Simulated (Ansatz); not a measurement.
# Ba on Nb(100): change of the work function, part 4 of 5

Wanted: Δφ(θ) for Ba/Nb(100), starting from the top site.

Ansatz 0.2.0; plane-wave DFT, PBE, Ansatz PAW (the session's first sound run).

So far, work function, upper face (eV): step 2 (the clean slab) 3.60; step 3 (the covered slab, coverage 0.25 ML) 2.18; step 4 (adsorbate added, coverage 0.5 ML) 2.52; step 6 (the slab at 0.25 ML, atoms frozen) 2.18.

### Step 7. The substrate of the 0.25 ML cell alone

System of this step: Ba/Nb(100), substrate alone, atoms held. The cell holds 20 atoms: 20 Nb. Its edges and angles: a = 6.600 Å, b = 6.600 Å, c = 28.417 Å, α = 90.0°, β = 90.0°, γ = 90.0°. Vacuum lies along c.

The second part, atoms unmoved.

input.yaml reads:

```yaml
crystal:
  lattice:
    - [6.6, 0.0, 0.0]
    - [0.0, 6.6, 0.0]
    - [0.0, 0.0, 28.4166945888]
  atoms:
    - { symbol: Nb, position: [0.0, 0.0, 0.3167152313] }
    - { symbol: Nb, position: [0.25, 0.25, 0.3747796905] }
    - { symbol: Nb, position: [0.0, 0.0, 0.4318523731] }
    - { symbol: Nb, position: [0.2530299063, 0.2530299063, 0.4923751081] }
    - { symbol: Nb, position: [0.0, 0.0, 0.536754257] }
    - { symbol: Nb, position: [0.0, 0.5, 0.3167152313] }
    - { symbol: Nb, position: [0.25, 0.75, 0.3747796905] }
    - { symbol: Nb, position: [0.0, 0.5, 0.4327790421] }
    - { symbol: Nb, position: [0.2530299063, 0.7469700937, 0.4923751081] }
    - { symbol: Nb, position: [0.0, 0.5, 0.5450316906] }
    - { symbol: Nb, position: [0.5, 0.0, 0.3167152313] }
    - { symbol: Nb, position: [0.75, 0.25, 0.3747796905] }
    - { symbol: Nb, position: [0.5, 0.0, 0.4327790421] }
    - { symbol: Nb, position: [0.7469700937, 0.2530299063, 0.4923751081] }
    - { symbol: Nb, position: [0.5, 0.0, 0.5450316906] }
    - { symbol: Nb, position: [0.5, 0.5, 0.3167152313] }
    - { symbol: Nb, position: [0.75, 0.75, 0.3747796905] }
    - { symbol: Nb, position: [0.5, 0.5, 0.4335589464] }
    - { symbol: Nb, position: [0.7469700937, 0.7469700937, 0.4923751081] }
    - { symbol: Nb, position: [0.5, 0.5, 0.5463790419] }
kpoints:
  mp_grid: { grid: [5, 5, 1] }
hamiltonian:
  xc: pbe
scf:
  occupations: { method: fermi_dirac, width: 0.1 }
  convergence: { dr2_threshold: 1.0e-08 }
efield:
  axis: 3
  dipole_correction: true
  ramp_position: 0.97
  ramp_width: 0.06
output:
  write_potential: true
  write_density: true
  volumetric_format: npy
```

On the command line:

```sh
$ ansatz run input.yaml --threads 4 --pin off --max-ram 12288MiB --backend cpu --events-out ev --progress --plain --runs-dir out
```

Numbers of over 12 decimals in the logs are rounded to 6 here.

The program printed:

```text
[...]
Crystal: 20 atoms, lattice volume = 1237.831 Å³
Basis set: ecut = 420 eV, 24183 PW (Γ)
Bands: 156, of which v1, the nominal top of the filled ones, is band 130 counted from 1 (129 counted from 0)
Symmetry: 8 space group operations
[...]
k-points: 6 of 25
[...]
SCF iter   1: F=—  HF=-91032.966548 eV  |F-HF|=—  |Δ(HF+E_count)|=         —  Δρ=6.90e-3  dr2=7.91e0  ethr=1.77e-3  p=-0.023 e·Å  D=-3.37e-3 V/Å  ΔV_dip=0.10 eV  dr2_dipole=1.23e-1  V_vac-E_F(+/−)=4.07/3.98 eV  ⟨swp⟩=11.3  Hψ=4632  notcnv=0  defer=4
[...]
SCF iter  10: F=-91032.677758 eV  HF=-91032.677758 eV  |F-HF|=1.40e-9  |Δ(HF+E_count)|=   2.46e-8  Δρ=4.38e-7  dr2=7.26e-9  ethr=3.85e-12  p=0.031 e·Å  D=4.59e-3 V/Å  ΔV_dip=-0.13 eV  dr2_dipole=3.34e-11  V_vac-E_F(+/−)=3.59/3.72 eV  ⟨swp⟩=11.2  Hψ=2763  notcnv=0
SCF 1 converged in 10 iterations: F = -91032.677758 eV  dr2 = 7.26e-9
[...]
SCF converged after 10 iterations
Free energy (F): -91032.677758 eV
[...]
Internal energy: -91031.841070 eV  (E = F + TS)
E sigma→0 (E₀):  -91032.259414 eV
Entropy (-TS):   -0.836689 eV (-41.834 meV/atom)
Fermi energy:    2.759118 eV
Dipole field:    D = 0.004593 V/Å  (p = 0.031423 e·Å, saw-weighted, corrected)
Work function:   Φ+ = 3.5928 eV   Φ− = 3.7233 eV
[...]
--- Band table (eV; the first three rows and the last of 6) ---
  k-point 0: bands = [... 126 lower, 2.9165, 2.9165, 2.9455, 2.9555, 2.9555, 3.0095, 3.1342, 3.1342, ... 22 higher]
  k-point 1: bands = [... 126 lower, 2.7181, 2.7306, 2.7401, 2.8189, 2.9276, 2.9467, 3.1386, 3.2064, ... 22 higher]
  k-point 2: bands = [... 126 lower, 2.5855, 2.6154, 2.6978, 2.7576, 2.7994, 2.8083, 2.8426, 2.9947, ... 22 higher]
  k-point 5: bands = [... 126 lower, 1.9615, 2.1173, 2.2124, 2.3096, 2.3434, 2.5183, 2.9908, 2.9966, ... 22 higher]
```

Elapsed: 59 s, on 4 threads of Arm Neoverse V1, shared host; peak memory 3.8 GiB.

This step gave:

```yaml
energy_at_zero_smearing: -91032.2594 eV
work_function_upper_face: 3.593 eV
work_function_lower_face: 3.723 eV
dipole_along_the_normal: 0.03142 e·Å
step_between_the_vacuum_levels: -0.1305 eV
```

The work function of the upper face is 3.59 eV.

### Step 8. The adsorbate layer of the 0.25 ML cell alone

System of this step: Ba/Nb(100), adsorbate layer alone, atoms held. The cell holds 1 atom: 1 Ba. Cell: a = 6.600 Å, b = 6.600 Å, c = 28.417 Å, α = 90.0°, β = 90.0°, γ = 90.0°. Vacuum lies along c.

The third part; a free layer of atoms may carry a moment, so spin is on.

input.yaml, the sections that differ from step 7:

```yaml
crystal:
  lattice:
    - [6.6, 0.0, 0.0]
    - [0.0, 6.6, 0.0]
    - [0.0, 0.0, 28.4166945888]
  atoms:
    - { symbol: Ba, position: [0.0, 0.0, 0.6433310152], spin: 1.0 }
magnetization:
  spin_polarized: true
# kpoints, hamiltonian, scf, efield, output: as in step 7
```

The program printed:

```text
[...]
Crystal: 1 atoms, lattice volume = 1237.831 Å³
Basis set: ecut = 420 eV, 24183 PW (Γ)
Bands: 10, of which v1, the nominal top of the filled ones, is band 5 counted from 1 (4 counted from 0)
Symmetry: 8 space group operations
k-points: 6 of 25
[...]
Starting moments: Σ|m| = 1 μB on 1 of 1 site
[...]
SCF iter   1: F=—  HF=-5947.712647 eV  |F-HF|=—  |Δ(HF+E_count)|=         —  Δρ=3.58e-3 (↑3.58e-3 ↓3.44e-3)  dr2=2.01e-2  dr2_m=1.39e-1  M=0.110 μB ∫|m|=0.111 μB  β_m=0.30  ethr=2.55e-4  p=0.000 e·Å  D=1.84e-9 V/Å  ΔV_dip=-0.00 eV  dr2_dipole=3.73e-11  V_vac-E_F(+/−)=2.65/2.65 eV  ⟨swp⟩=1.9  Hψ=3756  notcnv=0
[...]
automatic band count: the SCF goes on with 14 bands, as 10 were too few: the levels above may hold too much charge
[...]
spin=Collinear: Resta preconditioning applied to the charge; magnetization (m = ρ↑ − ρ↓) channel mixes plain (no charge-response kernel on spin).
SCF iter   2: F=—  HF=-5947.774125 eV  |F-HF|=—  |Δ(HF+E_count)|=   6.15e-2  Δρ=2.54e-3 (↑2.54e-3 ↓2.45e-3)  dr2=1.01e-2  dr2_m=7.03e-2  M=0.083 μB ∫|m|=0.083 μB  β_m=0.30  ethr=2.01e-4  p=0.000 e·Å  D=6.51e-7 V/Å  ΔV_dip=-0.00 eV  dr2_dipole=5.33e-11  V_vac-E_F(+/−)=2.63/2.63 eV  ⟨swp⟩=2.6  Hψ=199  notcnv=0  κ⁻¹=1.0e0(r=1)
[...]
SCF iter   7: F=—  HF=-5947.838223 eV  |F-HF|=—  |Δ(HF+E_count)|=   2.16e-3  Δρ=4.64e-4 (↑4.64e-4 ↓4.64e-4)  dr2=2.84e-7  dr2_m=2.45e-3  M=0.023 μB ∫|m|=0.023 μB  β_m=0.35  ethr=6.00e-8  p=0.000 e·Å  D=2.30e-7 V/Å  ΔV_dip=-0.00 eV  dr2_dipole=1.42e-13  V_vac-E_F(+/−)=2.63/2.63 eV  ⟨swp⟩=2.8  Hψ=317  notcnv=0
[...]
spin-set hold released at iteration 7 (site moments contracting): the magnetisation degrees of freedom join the quasi-Newton model from the next iteration; the mixer history was flushed
SCF iter   8: F=—  HF=-5947.839501 eV  |F-HF|=—  |Δ(HF+E_count)|=   1.28e-3  Δρ=3.11e-4 (↑3.11e-4 ↓3.10e-4)  dr2=3.55e-7  dr2_m=1.10e-3  M=0.017 μB ∫|m|=0.017 μB  β_m=0.41  ethr=2.84e-9  p=0.000 e·Å  D=2.74e-7 V/Å  ΔV_dip=-0.00 eV  dr2_dipole=3.22e-14  V_vac-E_F(+/−)=2.63/2.63 eV  ⟨swp⟩=3.0  Hψ=408  notcnv=0  κ⁻¹=1.0e0(r=1)
density mixer auto → broyden: gapped, with many states about μ (density of states about μ 1.79 of a free-electron gas's, 38 screened modes)
SCF iter   9: F=—  HF=-5947.840622 eV  |F-HF|=—  |Δ(HF+E_count)|=   1.12e-3  Δρ=1.29e-5 (↑1.29e-5 ↓1.22e-5)  dr2=1.07e-7  dr2_m=1.79e-6  M=0.003 μB ∫|m|=0.007 μB  β_m=0.45  ethr=2.84e-9  p=0.000 e·Å  D=3.41e-7 V/Å  ΔV_dip=-0.00 eV  dr2_dipole=7.84e-16  V_vac-E_F(+/−)=2.63/2.63 eV  ⟨swp⟩=4.1  Hψ=466  notcnv=0  κ⁻¹=9.9e-5(r=2)
[...]
SCF iter  15: F=-5947.840639 eV  HF=-5947.840639 eV  |F-HF|=1.51e-10  |Δ(HF+E_count)|=  9.09e-10  Δρ=3.59e-8 (↑3.59e-8 ↓2.48e-8)  dr2=4.91e-11  dr2_m=6.94e-12  M=0.000 μB ∫|m|=0.000 μB  ethr=1.17e-12  p=0.000 e·Å  D=3.49e-7 V/Å  ΔV_dip=-0.00 eV  dr2_dipole=5.17e-17  V_vac-E_F(+/−)=2.63/2.63 eV  ⟨swp⟩=3.0  Hψ=307  notcnv=0
SCF 1 converged in 15 iterations: F = -5947.840639 eV  dr2 = 4.91e-11
[...]
WARN: the starting moments were not kept: the SCF closed with an absolute magnetisation of 6.5e-5 μB, where they sum to 1 μB in size (1 site). That is at most 0.1 of that sum. Measured as dr2_m measures the in/out step, that magnetisation stands 9.6e-11 eV from none, at or under the dr2_threshold of 1.0e-8 eV: it is no larger than a step whose dr2_m would equal this threshold. The system may hold no moment; this SCF  [...]
[...]
this state was not tested for a lower state beside it, because the mixer in use, unlike msr1, does not test its closes by its own steps (another_mixer; see scf.mixing.algorithm and scf.lower_state_search)
SCF converged after 15 iterations
Magnetization: 0.0000 μB (5.0000 up, 5.0000 down)
Absolute magnetization: 0.0001 μB (∫|ρ↑−ρ↓|, with the PAW one-centre terms)
[...]
Per-site moments (μB) at R_I (Å): [(2.5840709448325474e-6, 2.7225)]
Free energy (F): -5947.840639 eV
[...]
Internal energy: -5947.791627 eV  (E = F + TS)
E sigma→0 (E₀):  -5947.816133 eV
Entropy (-TS):   -0.049012 eV (-49.012 meV/atom)
Fermi energy:    -2.089581 eV
Dipole field:    D = 0.000000 V/Å  (p = 0.000002 e·Å, saw-weighted, corrected)
Work function:   Φ+ = 2.6333 eV   Φ− = 2.6333 eV
[...]
--- Band table (eV; the first three rows and the last of 12) ---
  k-point 0 ↑: bands = [... 1 lower, -18.1849, -18.1435, -18.1435, -3.2162, -1.8090, -1.5870, -1.2979, -1.2979, ... 5 higher]
  k-point 1 ↑: bands = [... 1 lower, -18.1849, -18.1441, -18.1434, -3.0783, -1.7581, -1.5634, -1.4726, -1.2882, ... 5 higher]
  k-point 2 ↑: bands = [... 1 lower, -18.1848, -18.1452, -18.1433, -2.7828, -1.6358, -1.6066, -1.5346, -1.3347, ... 5 higher]
  k-point 5 ↓: bands = [... 1 lower, -18.1847, -18.1451, -18.1451, -2.2456, -1.7154, -1.5490, -1.5293, -1.3612, ... 5 higher]
```

The job ended after 14 s (4 threads; peak memory 1.2 GiB; 53 s of CPU time).

This step gave:

```yaml
energy_at_zero_smearing: -5947.8161 eV
dipole_along_the_normal: 2.41e-6 e·Å
```

At this spacing and smearing the free layer keeps no moment.

### Step 9. Density difference at 0.25 ML

This step: plane-wave DFT, PBE, Ansatz PAW; density difference on adsorption (Ansatz 0.2.0).

The densities of the parts are taken from that of the whole and averaged over planes; the first moment of what is left gives the step in the potential.

This step gave:

- largest charge moved: 0.005127 e/Å²
- potential step from the moved charge: -1.402 eV

The electron density difference oscillates, so the rows of the table below give means over windows of 2.22 Å about each position, cut where the curve ends. Its maxima inside the range that stand out by 2 % of the span (Å: e/Å³): 9.5: 3.6e-4, 12.7: 6.8e-4, 14.7: 0.00130, 16.9: 0.00915, 19.2: -4.0e-4. Its minima: 10.4: -2.4e-4, 14.1: -0.00232, 15.4: -0.00410, 18.2: -0.00190, 20.0: -0.00210.

Planar mean, whole system less its parts. The electron density difference by z; means over each step:

z (Å), electron density difference (e/Å³) and a bar from the least value:
```
     3.33    0.00000 #########
     5.55    0.00002 #########
     7.77   -0.00005 ########
     9.99    0.00001 #########
    12.21    0.00018 ##########
    14.43   -0.00123 #
    16.65    0.00336 ##############################
    18.87   -0.00137 
    21.09   -0.00090 ###
    23.31   -0.00001 #########
    25.53    0.00000 #########
```

Planar mean, whole system less its parts. The electrons moved below z by z:

```csv
z (Å),electrons moved below z (e/Å²)
3,1.1e-7
4,6.8e-7
5,3.9e-6
6,1.8e-5
7,5.1e-5
8,-5.4e-5
9,-8.9e-5
10,5.0e-5
11,-4.7e-5
12,2.6e-5
13,4.2e-4
14,-5.5e-4
15,-6.9e-4
16,-0.00402
17,0.00251
18,0.00463
19,0.00314
20,0.00184
21,3.9e-4
22,4.1e-5
23,-1.0e-6
24,-1.7e-6
25,-5.6e-7
26,-1.6e-7
```

### Step 10. A changed input

This step: plane-wave DFT, PBE, Ansatz PAW (Ansatz 0.2.0).

System of this step: Ba/Nb(100). The cell holds 22 atoms: 20 Nb and 2 Ba. Its edges and angles: a = 6.600 Å, b = 6.600 Å, c = 28.417 Å, α = 90.0°, β = 90.0°, γ = 90.0°. Vacuum lies along c.

An input spoilt on purpose, to show how the run answers: it repeats the earlier run at 0.5 ML with efield.axis from 3 to 2, and scf.max_iter set to 50.

input.yaml reads:

```yaml
crystal:
  lattice:
    - [6.6, 0.0, 0.0]
    - [0.0, 6.6, 0.0]
    - [0.0, 0.0, 28.4166945888]
  atoms:
    - { symbol: Nb, position: [0.0, 0.0, 0.3167152313] }
    - { symbol: Nb, position: [0.25, 0.25, 0.3747796905] }
    - { symbol: Nb, position: [0.0, 0.0, 0.4328241756] }
    - { symbol: Nb, position: [0.25, 0.25, 0.4924706573] }
    - { symbol: Nb, position: [0.0, 0.0, 0.5432438506] }
    - { symbol: Nb, position: [0.0, 0.5, 0.3167152313] }
    - { symbol: Nb, position: [0.25, 0.75, 0.3747796905] }
    - { symbol: Nb, position: [0.0, 0.5, 0.4328241756] }
    - { symbol: Nb, position: [0.25, 0.75, 0.4924706573] }
    - { symbol: Nb, position: [0.0, 0.5, 0.5432438506] }
    - { symbol: Nb, position: [0.5, 0.0, 0.3167152313] }
    - { symbol: Nb, position: [0.75, 0.25, 0.3747796905] }
    - { symbol: Nb, position: [0.5, 0.0, 0.4328241756] }
    - { symbol: Nb, position: [0.75, 0.25, 0.4924706573] }
    - { symbol: Nb, position: [0.5, 0.0, 0.5432438506] }
    - { symbol: Nb, position: [0.5, 0.5, 0.3167152313] }
    - { symbol: Nb, position: [0.75, 0.75, 0.3747796905] }
    - { symbol: Nb, position: [0.5, 0.5, 0.4328241756] }
    - { symbol: Nb, position: [0.75, 0.75, 0.4924706573] }
    - { symbol: Nb, position: [0.5, 0.5, 0.5432438506] }
    - { symbol: Ba, position: [0.0, 0.0, 0.6832847687] }
    - { symbol: Ba, position: [0.5, 0.5, 0.6832847687] }
kpoints:
  mp_grid: { grid: [5, 5, 1] }
hamiltonian:
  xc: pbe
scf:
  occupations: { method: fermi_dirac, width: 0.1 }
  convergence: { dr2_threshold: 1.0e-08 }
  max_iter: 50
efield:
  axis: 2
  dipole_correction: true
  ramp_position: 0.97
  ramp_width: 0.06
relax:
  f_tol: 0.02
  max_steps: 60
  constraints: [{ sites: [0, 1, 5, 6, 10, 11, 15, 16] }]
output:
  bader: true
  dos: { projected: true, e_range: [-8, 4] }
  write_potential: true
  write_density: true
  volumetric_format: npy
```

The program printed:

```text
The last accepted step is kept in <dir> (removed where the run ends without a failure and the disk answers)
Engine: ansatz 0.2.0, aarch64-unknown-linux-gnu
Pseudopotentials: kind: paw
Pseudopotential: Nb, paw, valence charge 13, recommended cutoff 420 eV (normal), Nb.paw.azcp
Pseudopotential: Ba, paw, valence charge 10, recommended cutoff 420 eV (normal), Ba.paw.azcp
Functional definition: PBE
  parameter kappa = 0.804
  parameter beta = 0.066725
  exchange = pbe_x(kappa = kappa, mu = beta*pi^2/3)
  correlation = pbe_c(beta = beta)
Crystal: 22 atoms, lattice volume = 1237.831 Å³
Basis set: ecut = 420 eV, 24183 PW (Γ), exchange–correlation on 90×90×384 points (8 copies of the dense FFT grid, shifted against one another)
Bands: 168, of which v1, the nominal top of the filled ones, is band 140 counted from 1 (139 counted from 0)
Symmetry: 2 space group operations
k-points: 9 of 25 (time reversal used)
Non-local potential: Nb, projectors of the file, l = 0: 3, l = 1: 2, l = 2: 2, l = 3: 1
Non-local potential: Ba, projectors of the file, l = 0: 3, l = 1: 2, l = 2: 2, l = 3: 2
PAW form: soft (Blöchl's): semilocal exchange-correlation on the pseudo side does not see the compensation charge
PAW one-centre angular grid: Nb, 590 points (default); XC on 64 Gauss nodes
PAW one-centre angular grid: Ba, 194 points (default); XC on 64 Gauss nodes
Initial density: superposition of atomic densities (neutral atoms: chi_scale 0, normalization atom), corrected by the library's trained network
Initial wavefunctions: pseudopotential atomic-orbital guess
Functional: x = pbe(κ = 0.804, μ = 0.219515), c = pbe(β = 0.066725)
Error: efield: ion 0 (Nb) at fractional coordinate 0.0000 along the field axis lies inside the sawtooth ramp with 2 of the planes that the density is read on at each end, [0.9256, 0.0744] — the ramp must sit in vacuum (an ion there feels the fictitious reversed slope); set or move the ramp (efield.ramp_position / ramp_width) or move the geometry
```

Elapsed: 0.48 s, on 4 threads; peak memory 1.3 GiB.

The program refused the input before any cycle.

The program's message: “Error: efield: ion 0 (Nb) at fractional coordinate 0.0000 along the field axis lies inside the sawtooth ramp with 2 of the planes that the density is read on at each end, [0.9256, 0.0744] — the ramp m …”

The fault put into the input: the field along an axis without vacuum.

[end of part 4 of 5]

[Logs are printed without paths, hosts, clocks, repeated set-up lines and the standing remarks that a program may print on its own settings, such as how far it seeks lower states.]

[Hosts, paths, dates, database ids (printed as entryN), source tags and the programs' standing remarks are cut or masked in the printed files.]

[Maps of the electrostatic potential energy from Ansatz leave out the sawtooth potential of an applied field or a dipole correction, so their vacuum need not be flat; planar profiles and work functions include it.]
